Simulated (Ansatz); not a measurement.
Base system: LiI in the rock salt structure (space group Fm-3m, No. 225).

```
CELL_PARAMETERS angstrom
      0.00000     3.00909     3.00909
      3.00909     0.00000     3.00909
      3.00909     3.00909     0.00000
ATOMIC_POSITIONS crystal
  I  0.00000 0.00000 0.00000
  Li 0.50000 0.50000 0.50000
```

Cartesian axes are those of the cell as printed.

All numbers come from plane-wave PAW DFT at the r2SCAN level (Ansatz, a first-principles code, 500 eV), no spin-orbit coupling.

For the base:

| Item | Result |
|---|---|
| Band gap | 5.00 eV |
| Smallest direct gap | 5.13 eV |
| Pressure | 0.01 GPa |

Modification: biaxial strain −0.81 %, plane normal [001], relaxed out of plane (Cartesian); in-plane vectors clamped, the third vector and the atoms free.

Question: Estimate the effect on the band gap, smallest direct gap and pressure.

Answer: The band gap decreases by 0.03 eV to 4.97 eV; the smallest direct gap grows by 0.02 eV to 5.15 eV; the pressure (mean of the normal stresses, compression positive) rises by 0.22 GPa to 0.23 GPa.

With I present, leaving out spin-orbit coupling can change the band edges. Stability against distortions was not tested.
